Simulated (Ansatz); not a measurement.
# Bi_Si in Si3N4 (P6_3/m): charge-transition levels and formation energies

Aim: at which Fermi levels does Bi_Si in Si3N4 (P6_3/m) change its charge? The model is a cell of 126 host atoms with 1 Si taken out and 1 Bi put in.

Method: place-levels on PBEsol runs: charge-transition levels and formation energies with image-charge correction and potential alignment at the atomic sites; PAW set soft_1, in Ansatz 0.2.0.

## 1. The structure

The cell holds 126 atoms: 53 Si, 72 N and 1 Bi. Cell: a = 13.206 Å, b = 13.206 Å, c = 8.731 Å, α = 90.0°, β = 90.0°, γ = 120.0°. It derives from Si3N4 (space group P6_3/m). Nearest the centre at fractional (0.353, 0.473, 0.583): Bi44 at 0.00 Å, N62 at 1.73 Å, N113 at 1.74 Å, N71 at 1.74 Å, N67 at 1.74 Å, Si86 at 2.91 Å, Si2 at 2.91 Å, Si56 at 3.00 Å.

Screening for the image-charge correction: ε∞ = (4.29, 4.29, 4.37), ε0 = (8.29, 8.29, 8.25), from a response run on this crystal (DFPT, PBEsol) at that run's own cell.

The cell's shortest repeat is 8.7 Å.

## 2. The runs of each charge state

A transition level is the Fermi level at which two charge states cost the same, so each charge needs its own total energy, at its own relaxed structure.

Each atom starts 0.05 Å or so off its site in a random direction: a symmetric start keeps its symmetry, and would miss off-centre moves and Jahn–Teller distortions. Forces are taken at one point at (¼, ¼, ¼). The cell holds 1 electron more than the neutral one, with a uniform background that keeps it neutral on the whole.

The sampling was tested on the host first: at the k-points planned (1x1x1 shifted 0.25 0.25 0.25) its energy lies 0.000 eV an atom from the dense-mesh value, under the bound of 0.02 eV set for this test; that bounds the host's error, not the defect's.

One of the inputs; charge, spin and start change from state to state.

qm1.relax/input.yaml reads:

```yaml
crystal:
  lattice:
    - [11.43668588, 6.60297367, 0.0]
    - [-11.43668588, 6.60297367, 0.0]
    - [0.0, 0.0, 8.73076733]
  atoms:
    - { symbol: Si, position: [0.01950046, 0.80655545, 0.25] }
    - { symbol: Si, position: [0.3528338, 0.47322211, 0.25] }
    - { symbol: Si, position: [0.68616713, 0.13988878, 0.25] }
    - { symbol: Si, position: [0.21294502, 0.01950046, 0.08333333] }
    - { symbol: Si, position: [0.54627835, 0.68616713, 0.08333333] }
    - { symbol: Si, position: [0.87961168, 0.3528338, 0.08333333] }
    - { symbol: Si, position: [0.13988878, 0.45372165, 0.08333333] }
    - { symbol: Si, position: [0.47322211, 0.12038832, 0.08333333] }
    - { symbol: Si, position: [0.80655545, 0.78705498, 0.08333333] }
    - { symbol: Si, position: [0.19344455, 0.21294502, 0.25] }
    - { symbol: Si, position: [0.52677789, 0.87961168, 0.25] }
    - { symbol: Si, position: [0.86011122, 0.54627835, 0.25] }
    - { symbol: Si, position: [0.12038832, 0.6471662, 0.25] }
    - { symbol: Si, position: [0.45372165, 0.31383287, 0.25] }
    - { symbol: Si, position: [0.78705498, 0.98049954, 0.25] }
    - { symbol: Si, position: [0.31383287, 0.86011122, 0.08333333] }
    - { symbol: Si, position: [0.6471662, 0.52677789, 0.08333333] }
    - { symbol: Si, position: [0.98049954, 0.19344455, 0.08333333] }
    - { symbol: "N", position: [0.0, 0.66666667, 0.25] }
    - { symbol: "N", position: [0.33333333, 0.33333333, 0.25] }
    - { symbol: "N", position: [0.66666667, 0.0, 0.25] }
    - { symbol: "N", position: [0.0, 0.33333333, 0.08333333] }
    - { symbol: "N", position: [0.33333333, 0.0, 0.08333333] }
    - { symbol: "N", position: [0.66666667, 0.66666667, 0.08333333] }
    - { symbol: "N", position: [0.21345843, 0.45653274, 0.25] }
    - { symbol: "N", position: [0.54679176, 0.12319941, 0.25] }
    - { symbol: "N", position: [0.8801251, 0.78986608, 0.25] }
    - { symbol: "N", position: [0.09025902, 0.8801251, 0.08333333] }
    - { symbol: "N", position: [0.42359235, 0.54679176, 0.08333333] }
    - { symbol: "N", position: [0.75692569, 0.21345843, 0.08333333] }
    - { symbol: "N", position: [0.12319941, 0.57640765, 0.08333333] }
    - { symbol: "N", position: [0.45653274, 0.24307431, 0.08333333] }
    - { symbol: "N", position: [0.78986608, 0.90974098, 0.08333333] }
    - { symbol: "N", position: [0.21013392, 0.09025902, 0.25] }
    - { symbol: "N", position: [0.54346726, 0.75692569, 0.25] }
    - { symbol: "N", position: [0.87680059, 0.42359235, 0.25] }
    - { symbol: "N", position: [0.1198749, 0.21013392, 0.08333333] }
    - { symbol: "N", position: [0.45320824, 0.87680059, 0.08333333] }
    - { symbol: "N", position: [0.78654157, 0.54346726, 0.08333333] }
    - { symbol: "N", position: [0.24307431, 0.78654157, 0.25] }
    - { symbol: "N", position: [0.57640765, 0.45320824, 0.25] }
    - { symbol: "N", position: [0.90974098, 0.1198749, 0.25] }
    - { symbol: Si, position: [0.01950046, 0.80655545, 0.58333333] }
    - { symbol: Bi, position: [0.3528338, 0.47322211, 0.58333333] }
    - { symbol: Si, position: [0.68616713, 0.13988878, 0.58333333] }
    - { symbol: Si, position: [0.21294502, 0.01950046, 0.41666667] }
    - { symbol: Si, position: [0.54627835, 0.68616713, 0.41666667] }
    - { symbol: Si, position: [0.87961168, 0.3528338, 0.41666667] }
    - { symbol: Si, position: [0.13988878, 0.45372165, 0.41666667] }
    - { symbol: Si, position: [0.47322211, 0.12038832, 0.41666667] }
    - { symbol: Si, position: [0.80655545, 0.78705498, 0.41666667] }
    - { symbol: Si, position: [0.19344455, 0.21294502, 0.58333333] }
    - { symbol: Si, position: [0.52677789, 0.87961168, 0.58333333] }
    - { symbol: Si, position: [0.86011122, 0.54627835, 0.58333333] }
    - { symbol: Si, position: [0.12038832, 0.6471662, 0.58333333] }
    - { symbol: Si, position: [0.45372165, 0.31383287, 0.58333333] }
    - { symbol: Si, position: [0.78705498, 0.98049954, 0.58333333] }
    - { symbol: Si, position: [0.31383287, 0.86011122, 0.41666667] }
    - { symbol: Si, position: [0.6471662, 0.52677789, 0.41666667] }
    - { symbol: Si, position: [0.98049954, 0.19344455, 0.41666667] }
    - { symbol: "N", position: [0.0, 0.66666667, 0.58333333] }
    - { symbol: "N", position: [0.33333333, 0.33333333, 0.58333333] }
    - { symbol: "N", position: [0.66666667, 0.0, 0.58333333] }
    - { symbol: "N", position: [0.0, 0.33333333, 0.41666667] }
    - { symbol: "N", position: [0.33333333, 0.0, 0.41666667] }
    - { symbol: "N", position: [0.66666667, 0.66666667, 0.41666667] }
    - { symbol: "N", position: [0.21345843, 0.45653274, 0.58333333] }
    - { symbol: "N", position: [0.54679176, 0.12319941, 0.58333333] }
    - { symbol: "N", position: [0.8801251, 0.78986608, 0.58333333] }
    - { symbol: "N", position: [0.09025902, 0.8801251, 0.41666667] }
    - { symbol: "N", position: [0.42359235, 0.54679176, 0.41666667] }
    - { symbol: "N", position: [0.75692569, 0.21345843, 0.41666667] }
    - { symbol: "N", position: [0.12319941, 0.57640765, 0.41666667] }
    - { symbol: "N", position: [0.45653274, 0.24307431, 0.41666667] }
    - { symbol: "N", position: [0.78986608, 0.90974098, 0.41666667] }
    - { symbol: "N", position: [0.21013392, 0.09025902, 0.58333333] }
    - { symbol: "N", position: [0.54346726, 0.75692569, 0.58333333] }
    - { symbol: "N", position: [0.87680059, 0.42359235, 0.58333333] }
    - { symbol: "N", position: [0.1198749, 0.21013392, 0.41666667] }
    - { symbol: "N", position: [0.45320824, 0.87680059, 0.41666667] }
    - { symbol: "N", position: [0.78654157, 0.54346726, 0.41666667] }
    - { symbol: "N", position: [0.24307431, 0.78654157, 0.58333333] }
    - { symbol: "N", position: [0.57640765, 0.45320824, 0.58333333] }
    - { symbol: "N", position: [0.90974098, 0.1198749, 0.58333333] }
    - { symbol: Si, position: [0.01950046, 0.80655545, 0.91666667] }
    - { symbol: Si, position: [0.3528338, 0.47322211, 0.91666667] }
    - { symbol: Si, position: [0.68616713, 0.13988878, 0.91666667] }
    - { symbol: Si, position: [0.21294502, 0.01950046, 0.75] }
    - { symbol: Si, position: [0.54627835, 0.68616713, 0.75] }
    - { symbol: Si, position: [0.87961168, 0.3528338, 0.75] }
    - { symbol: Si, position: [0.13988878, 0.45372165, 0.75] }
    - { symbol: Si, position: [0.47322211, 0.12038832, 0.75] }
    - { symbol: Si, position: [0.80655545, 0.78705498, 0.75] }
    - { symbol: Si, position: [0.19344455, 0.21294502, 0.91666667] }
    - { symbol: Si, position: [0.52677789, 0.87961168, 0.91666667] }
    - { symbol: Si, position: [0.86011122, 0.54627835, 0.91666667] }
    - { symbol: Si, position: [0.12038832, 0.6471662, 0.91666667] }
    - { symbol: Si, position: [0.45372165, 0.31383287, 0.91666667] }
    - { symbol: Si, position: [0.78705498, 0.98049954, 0.91666667] }
    - { symbol: Si, position: [0.31383287, 0.86011122, 0.75] }
    - { symbol: Si, position: [0.6471662, 0.52677789, 0.75] }
    - { symbol: Si, position: [0.98049954, 0.19344455, 0.75] }
    - { symbol: "N", position: [0.0, 0.66666667, 0.91666667] }
    - { symbol: "N", position: [0.33333333, 0.33333333, 0.91666667] }
    - { symbol: "N", position: [0.66666667, 0.0, 0.91666667] }
    - { symbol: "N", position: [0.0, 0.33333333, 0.75] }
    - { symbol: "N", position: [0.33333333, 0.0, 0.75] }
    - { symbol: "N", position: [0.66666667, 0.66666667, 0.75] }
    - { symbol: "N", position: [0.21345843, 0.45653274, 0.91666667] }
    - { symbol: "N", position: [0.54679176, 0.12319941, 0.91666667] }
    - { symbol: "N", position: [0.8801251, 0.78986608, 0.91666667] }
    - { symbol: "N", position: [0.09025902, 0.8801251, 0.75] }
    - { symbol: "N", position: [0.42359235, 0.54679176, 0.75] }
    - { symbol: "N", position: [0.75692569, 0.21345843, 0.75] }
    - { symbol: "N", position: [0.12319941, 0.57640765, 0.75] }
    - { symbol: "N", position: [0.45653274, 0.24307431, 0.75] }
    - { symbol: "N", position: [0.78986608, 0.90974098, 0.75] }
    - { symbol: "N", position: [0.21013392, 0.09025902, 0.91666667] }
    - { symbol: "N", position: [0.54346726, 0.75692569, 0.91666667] }
    - { symbol: "N", position: [0.87680059, 0.42359235, 0.91666667] }
    - { symbol: "N", position: [0.1198749, 0.21013392, 0.75] }
    - { symbol: "N", position: [0.45320824, 0.87680059, 0.75] }
    - { symbol: "N", position: [0.78654157, 0.54346726, 0.75] }
    - { symbol: "N", position: [0.24307431, 0.78654157, 0.91666667] }
    - { symbol: "N", position: [0.57640765, 0.45320824, 0.91666667] }
    - { symbol: "N", position: [0.90974098, 0.1198749, 0.91666667] }
  host:
    repeats: [1, 1, 3]
    atoms:
      - { symbol: Si, position: [0.01950046, 0.80655545, 0.75] }
      - { symbol: Si, position: [0.3528338, 0.47322211, 0.75] }
      # ... 40 more atoms of the perfect host
total_charge: -1
basis:
  ecutwfc: 420
  xc_grid: 2
hamiltonian:
  xc: pbesol
  pseudopotentials: { kind: paw, azcp: { folder: soft_1 }, xc_functional: pbe }
kpoints:
  mp_grid: { grid: [1, 1, 1], shift: [0.25, 0.25, 0.25] }
scf:
  occupations: { method: fixed }
  max_iter: 60
output:
  forces: true
  charged_corrections:
    epsilon: [4.29, 4.29, 4.37]
    static_epsilon: [8.29, 8.29, 8.25]
    defect_position: [0.352834, 0.473222, 0.583333]
relax:
  f_tol: 0.02
  max_steps: 80
  random_displacement: { amplitude: 0.05, seed: 2106 }
checkpoint:
  write: "../qm1.relax.run"
  compress: false
  write_wavefunctions: true
  write_every: 100000
```

Command:

```console
> ansatz run input.yaml --threads 4 --pin off --max-ram 15073MiB --backend cpu --events-out ev --progress --plain --runs-dir out
```

Defect states can disperse in a cell of this size, so the energy is taken again at a 2×2×2 shifted mesh, on the relaxed structure.

The run of this state that the levels use, under PBEsol:

qm1.point/input.yaml reads:

```yaml
crystal:
  checkpoint: "../qm1.relax.run"
  host: checkpoint
total_charge: -1
basis:
  ecutwfc: 420
  xc_grid: 2
hamiltonian:
  xc: pbesol
  pseudopotentials: { kind: paw, azcp: { folder: soft_1 }, xc_functional: pbe }
kpoints:
  mp_grid: { grid: [2, 2, 2], shift: [0.5, 0.5, 0.5] }
scf:
  occupations: { method: fermi_dirac, width: 0.01 }
  max_iter: 60
output:
  forces: true
  eigenvalues: true
  charged_corrections:
    epsilon: [4.29, 4.29, 4.37]
    static_epsilon: [8.29, 8.29, 8.25]
    defect_position: [0.352834, 0.473222, 0.583333]
  eigenstates: { localisation: true }
  populations: true
  band_densities: [{ bands: [v1, v1] }, { bands: [c1, c1] }]
  write_density: true
  write_potential: true
  volumetric_format: npy
checkpoint:
  read: "../qm1.relax.run"
  write: "../qm1.point.run"
  compress: false
  write_wavefunctions: false
  write_every: 100000
```

Relaxations under PBEsol at one point at (¼, ¼, ¼); times on 4 threads of Intel Xeon Platinum 8259CL at 2.50GHz (Skylake/Cascade Lake), shared host:

```csv
charge,moment (μB),occupations,outcome,steps,largest displacement against the far atoms (Å),time
−1,0,fixed,converged,23,1.85,11 min
0,1,fixed,converged,7,0.44,7.3 min
+1,0,fixed,converged,6,0.33,3 min
+1,2,fixed,converged,7,0.44,9.6 min
```

Single points under PBEsol at a 2×2×2 shifted mesh; times on 4 threads of Intel Xeon Platinum 8259CL at 2.50GHz (Skylake/Cascade Lake), shared host:

```csv
charge,moment (μB),occupations,outcome,time
−1,0,fermi-dirac,converged,3.3 min
0,1,fermi-dirac,converged,6.8 min
+1,0,fermi-dirac,converged,3.3 min
+1,2,fermi-dirac,converged,9 min
```

Distances (Å) from Bi44 to the nearest atoms after relaxation with PBEsol:

```csv
charge,moment (μB),1.,2.,3.,4.,5.,6.
−1,0,N 2.15,N 2.18,N 2.18,N 2.55,Si 2.92,Si 2.92
0,1,N 2.09,N 2.09,N 2.11,N 2.11,N 2.89,Si 2.98
+1,0,N 2.01,N 2.01,N 2.02,N 2.04,N 2.86,Si 2.99
+1,2,N 2.09,N 2.09,N 2.11,N 2.12,N 2.89,Si 2.97
```

(Continued in part 2 of 2.)

[Logs are printed without paths, hosts, clocks, repeated set-up lines and the standing remarks that a program may print on its own settings, such as how far it seeks lower states.]

[Hosts, paths, dates, database ids (printed as entryN), source tags and the programs' standing remarks are cut or masked in the printed files.]

[Where a table of states has a column of steps, it counts the stored structures, which are thinned; the runs took as many ionic steps or more.]

[A defect's name tells the site on which it was built; relaxed atoms can leave that site.]

[For some hosts the program warned that the k-mesh of the response run may be too coarse for force constants and the static dielectric constant; such warnings are not shown here.]
